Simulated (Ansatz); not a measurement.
# Rh(111) with 4 layers of random Rh-Pt, 2x2: scattering by chemical disorder, part 2 of 2

Aim: the residual resistivity of a random alloy, from Rh(111) with 4 layers of random Rh-Pt, 2x2 and longer regions.

Ansatz 0.2.0; Ansatz plane-wave DFT, PBE, PAW files; ballistic transport by layer matching (Landauer), zero bias; PAW set soft_1.

So far. Step 3 (With 8 alloy layers): Over the solved energies the transmission per spin lies between 4.96 and 5.10, out of 7 channels of the lead on average (up to 7.2).

## (4) With 12 alloy layers

In 12 layers a share of 0.5 of the sites is given to Pt at random. A fresh draw is used; the growth of the resistance with length is what counts.

System of this step: Rh(111) with 12 layers of random Rh-Pt, 2x2. The cell holds 72 atoms: 48 Rh and 24 Pt. Cell: a = 5.378 Å, b = 5.378 Å, c = 39.523 Å, α = 90.0°, β = 90.0°, γ = 120.0°. It derives from Rh. Regions: lead, 24 atoms (24 Rh); scattering region, 48 atoms (24 Pt and 24 Rh). The structure is stacked along c, and the current runs across the ab planes.

The input, input.yaml:

```yaml
crystal:
  lattice:
    - [5.3783955991, 0.0, 0.0]
    - [-2.6891977995, 4.6578272204, 0.0]
    - [0.0, 0.0, 39.5229745576]
  atoms:
    - { symbol: Rh, position: [0.0, 0.0, 0.0277777778] }
    - { symbol: Rh, position: [0.0, 0.5, 0.0277777778] }
    - { symbol: Rh, position: [0.5, 0.0, 0.0277777778] }
    - { symbol: Rh, position: [0.5, 0.5, 0.0277777778] }
    - { symbol: Rh, position: [0.1666666667, 0.3333333333, 0.0833333333] }
    - { symbol: Rh, position: [0.1666666667, 0.8333333333, 0.0833333333] }
    - { symbol: Rh, position: [0.6666666667, 0.3333333333, 0.0833333333] }
    - { symbol: Rh, position: [0.6666666667, 0.8333333333, 0.0833333333] }
    - { symbol: Rh, position: [0.3333333333, 0.1666666667, 0.1388888889] }
    - { symbol: Rh, position: [0.3333333333, 0.6666666667, 0.1388888889] }
    - { symbol: Rh, position: [0.8333333333, 0.1666666667, 0.1388888889] }
    - { symbol: Rh, position: [0.8333333333, 0.6666666667, 0.1388888889] }
    - { symbol: Pt, position: [0.0, 0.0, 0.1944444444] }
    - { symbol: Rh, position: [0.0, 0.5, 0.1944444444] }
    - { symbol: Pt, position: [0.5, 0.0, 0.1944444444] }
    - { symbol: Pt, position: [0.5, 0.5, 0.1944444444] }
    - { symbol: Pt, position: [0.1666666667, 0.3333333333, 0.25] }
    - { symbol: Rh, position: [0.1666666667, 0.8333333333, 0.25] }
    - { symbol: Pt, position: [0.6666666667, 0.3333333333, 0.25] }
    - { symbol: Rh, position: [0.6666666667, 0.8333333333, 0.25] }
    - { symbol: Rh, position: [0.3333333333, 0.1666666667, 0.3055555556] }
    - { symbol: Rh, position: [0.3333333333, 0.6666666667, 0.3055555556] }
    - { symbol: Rh, position: [0.8333333333, 0.1666666667, 0.3055555556] }
    - { symbol: Rh, position: [0.8333333333, 0.6666666667, 0.3055555556] }
    - { symbol: Pt, position: [0.0, 0.0, 0.3611111111] }
    - { symbol: Pt, position: [0.0, 0.5, 0.3611111111] }
    - { symbol: Rh, position: [0.5, 0.0, 0.3611111111] }
    - { symbol: Rh, position: [0.5, 0.5, 0.3611111111] }
    - { symbol: Pt, position: [0.1666666667, 0.3333333333, 0.4166666667] }
    - { symbol: Pt, position: [0.1666666667, 0.8333333333, 0.4166666667] }
    - { symbol: Rh, position: [0.6666666667, 0.3333333333, 0.4166666667] }
    - { symbol: Rh, position: [0.6666666667, 0.8333333333, 0.4166666667] }
    - { symbol: Pt, position: [0.3333333333, 0.1666666667, 0.4722222222] }
    - { symbol: Pt, position: [0.3333333333, 0.6666666667, 0.4722222222] }
    - { symbol: Pt, position: [0.8333333333, 0.1666666667, 0.4722222222] }
    - { symbol: Pt, position: [0.8333333333, 0.6666666667, 0.4722222222] }
    - { symbol: Rh, position: [0.0, 0.0, 0.5277777778] }
    - { symbol: Pt, position: [0.0, 0.5, 0.5277777778] }
    - { symbol: Rh, position: [0.5, 0.0, 0.5277777778] }
    - { symbol: Pt, position: [0.5, 0.5, 0.5277777778] }
    - { symbol: Pt, position: [0.1666666667, 0.3333333333, 0.5833333333] }
    - { symbol: Pt, position: [0.1666666667, 0.8333333333, 0.5833333333] }
    - { symbol: Pt, position: [0.6666666667, 0.3333333333, 0.5833333333] }
    - { symbol: Rh, position: [0.6666666667, 0.8333333333, 0.5833333333] }
    - { symbol: Rh, position: [0.3333333333, 0.1666666667, 0.6388888889] }
    - { symbol: Rh, position: [0.3333333333, 0.6666666667, 0.6388888889] }
    - { symbol: Rh, position: [0.8333333333, 0.1666666667, 0.6388888889] }
    - { symbol: Pt, position: [0.8333333333, 0.6666666667, 0.6388888889] }
    - { symbol: Rh, position: [0.0, 0.0, 0.6944444444] }
    - { symbol: Rh, position: [0.0, 0.5, 0.6944444444] }
    - { symbol: Rh, position: [0.5, 0.0, 0.6944444444] }
    - { symbol: Rh, position: [0.5, 0.5, 0.6944444444] }
    - { symbol: Rh, position: [0.1666666667, 0.3333333333, 0.75] }
    - { symbol: Pt, position: [0.1666666667, 0.8333333333, 0.75] }
    - { symbol: Pt, position: [0.6666666667, 0.3333333333, 0.75] }
    - { symbol: Pt, position: [0.6666666667, 0.8333333333, 0.75] }
    - { symbol: Rh, position: [0.3333333333, 0.1666666667, 0.8055555556] }
    - { symbol: Rh, position: [0.3333333333, 0.6666666667, 0.8055555556] }
    - { symbol: Pt, position: [0.8333333333, 0.1666666667, 0.8055555556] }
    - { symbol: Pt, position: [0.8333333333, 0.6666666667, 0.8055555556] }
    - { symbol: Rh, position: [0.0, 0.0, 0.8611111111] }
    - { symbol: Rh, position: [0.0, 0.5, 0.8611111111] }
    - { symbol: Rh, position: [0.5, 0.0, 0.8611111111] }
    - { symbol: Rh, position: [0.5, 0.5, 0.8611111111] }
    - { symbol: Rh, position: [0.1666666667, 0.3333333333, 0.9166666667] }
    - { symbol: Rh, position: [0.1666666667, 0.8333333333, 0.9166666667] }
    - { symbol: Rh, position: [0.6666666667, 0.3333333333, 0.9166666667] }
    - { symbol: Rh, position: [0.6666666667, 0.8333333333, 0.9166666667] }
    - { symbol: Rh, position: [0.3333333333, 0.1666666667, 0.9722222222] }
    - { symbol: Rh, position: [0.3333333333, 0.6666666667, 0.9722222222] }
    - { symbol: Rh, position: [0.8333333333, 0.1666666667, 0.9722222222] }
    - { symbol: Rh, position: [0.8333333333, 0.6666666667, 0.9722222222] }
kpoints:
  mp_grid: { grid: [5, 5, 1] }
hamiltonian:
  xc: pbe
  pseudopotentials: { kind: paw, azcp: { folder: soft_1 } }
scf:
  occupations: { method: fermi_dirac, width: 0.1 }
output:
  transmission:
    leads: [[0, 4]]
    kmesh: [10, 10]
    e_range: [-0.05, 0.05]
    de: 0.05
  write_potential: true
  write_density: true
  volumetric_format: npy
```

On the command line:

```bash
$ ansatz run input.yaml --threads 8 --pin off --max-ram 15360MiB --backend cpu --events-out ev --progress --plain --runs-dir out
```

Numbers of over 12 decimals in the logs are rounded to 6 here.

The log of the run:

```text
[...]
Crystal: 72 atoms, lattice volume = 990.115 Å³
Basis set: ecut = 420 eV, 19231 PW (Γ)
Bands: 749, of which v1, the nominal top of the filled ones, is band 624 counted from 1 (623 counted from 0)
Symmetry: 1 space group operations
[...]
k-points: 13 of 25 (time reversal used)
[...]
SCF iter   1: F=—  HF=-607974.052022 eV  |F-HF|=—  |Δ(HF+E_count)|=         —  Δρ=1.24e-1  dr2=4.66e3  ethr=3.10e-3  ⟨swp⟩=4.8  Hψ=28660  notcnv=0  defer=237
[...]
SCF iter  12: F=-607932.294861 eV  HF=-607932.294861 eV  |F-HF|=3.31e-8  |Δ(HF+E_count)|=   1.40e-9  Δρ=2.68e-7  dr2=3.35e-8  ethr=8.01e-12  ⟨swp⟩=7.2  Hψ=19813  notcnv=0
SCF 1 converged in 12 iterations: F = -607932.294861 eV  dr2 = 3.35e-8
[...]
transmission: 366 of 3640 steps passed
transmission: 732 of 3640 steps passed
[...]
transmission: 3640 of 3640 steps passed
SCF converged after 12 iterations
Free energy (F): -607932.294861 eV
[...]
Internal energy: -607928.843569 eV  (E = F + TS)
E sigma→0 (E₀):  -607930.569215 eV
Entropy (-TS):   -3.451293 eV (-47.935 meV/atom)
Fermi energy:    23.774463 eV
[...]
--- Band table (eV; the first three rows and the last of 13) ---
  k-point 0: bands = [... 620 lower, 24.1779, 24.1863, 24.1918, 24.2117, 24.2163, 24.2276, 24.2376, 24.2474, ... 121 higher]
  k-point 1: bands = [... 620 lower, 23.9125, 23.9382, 23.9467, 23.9545, 23.9655, 23.9730, 23.9805, 24.0105, ... 121 higher]
  k-point 2: bands = [... 620 lower, 23.3957, 23.4132, 23.4241, 23.4792, 23.4878, 23.5256, 23.5739, 23.6649, ... 121 higher]
  k-point 12: bands = [... 620 lower, 23.6404, 23.6483, 23.6691, 23.6973, 23.7414, 23.7677, 23.8157, 23.8308, ... 121 higher]
--- Transmission ---
  basis      : 211 plane waves across, 70 finite elements along
  points     : 52, standing for a mesh of 10 x 10
[...]
channels       : 7.200000e0 a spin
[...]
junction   : crystal 0 to crystal 0, 0.70 to 38.03 Å
    transmission   : 4.362887e0 a spin
[...]
```

The job ended after 13 min (8 threads of Arm Neoverse V2, shared host; peak memory 7.6 GiB).

This step gave:

- free energy: -607932.2949 eV
- energy at zero smearing: -607930.5692 eV
- Fermi energy: 23.77 eV
- transmission per spin nearest the Fermi level: 4.363
- step of the lead's potential: 8.5 meV

Per spin. Table of transmission, zone mean by energy, zero at the Fermi level:

| energy (eV) | transmission, zone mean |
| --- | --- |
| -0.0500 | 4.20 |
| 0.0000 | 4.36 |
| 0.0500 | 4.39 |

Over the solved energies the transmission per spin lies between 4.20 and 4.39, out of 7 channels of the lead on average (up to 7.2).

## (5) The fit

This step: Ansatz plane-wave DFT, PBE, PAW files; ballistic transport by layer matching (Landauer), zero bias; residual resistivity from the slope of the area resistance, atoms on the host's lattice; PAW set soft_1 (Ansatz 0.2.0).

This step gave:

```
resistivity           : 10.07 µΩ cm
intercept             : 0.01557 fΩ m²
scatter about the fit : 0.008294 fΩ m²
```

Resistance, by row:

| run | length (Å) | T | channels N | RA (fΩ m²) |
| --- | --- | --- | --- | --- |
| n4 | 8.783 | 5.655 | 7 | 0.1098 |
| n8 | 17.57 | 5.032 | 7 | 0.1806 |
| n12 | 26.35 | 4.319 | 7 | 0.2866 |

Area resistance against length of the alloy:

| length of the alloy (Å) | area resistance (fΩ m²) |
| --- | --- |
| 8.78 | 0.110 |
| 17.57 | 0.181 |
| 26.35 | 0.287 |

The area resistance goes from 0.11 to 0.29 fΩ m² between 8.8 and 26.3 Å, a slope of 10 µΩ cm.

By hand from the end points: (0.2866 − 0.1098) fΩ m² / (26.35 − 8.78) Å = 10 µΩ cm, since 1 fΩ m² per Å is 1000 µΩ cm.

## (6) Summary of results

| Property | Result |
| --- | --- |
| resistivity from the slope | 10.1 µΩ cm |
| area resistance over 8.78 Å | 0.110 fΩ m² |
| area resistance over 17.6 Å | 0.181 fΩ m² |
| area resistance over 26.3 Å | 0.287 fΩ m² |

What this shows: The slope gives 10 µΩ cm. The points scatter by 0.0083 fΩ m² about the line, with one random draw a length in a 2x2 cell, so the slope is a rough value. Read with a model of isotropic scattering on a spherical Fermi surface and the lead's 2.2×10¹⁵ S/m², this slope means a mean free path near 36 Å (a rough figure, since the alloy's own channel count differs); over these lengths the model's slope is 1.06 times its bulk resistivity, which would be 9.5 µΩ cm. The atoms sit on the host's lattice, so scattering by size misfit is left out. Spin-orbit coupling is left out, which matters for Pt.

[Logs are printed without paths, hosts, clocks, repeated set-up lines and the standing remarks that a program may print on its own settings, such as how far it seeks lower states.]

[Hosts, paths, dates, database ids (printed as entryN), source tags and the programs' standing remarks are cut or masked in the printed files.]
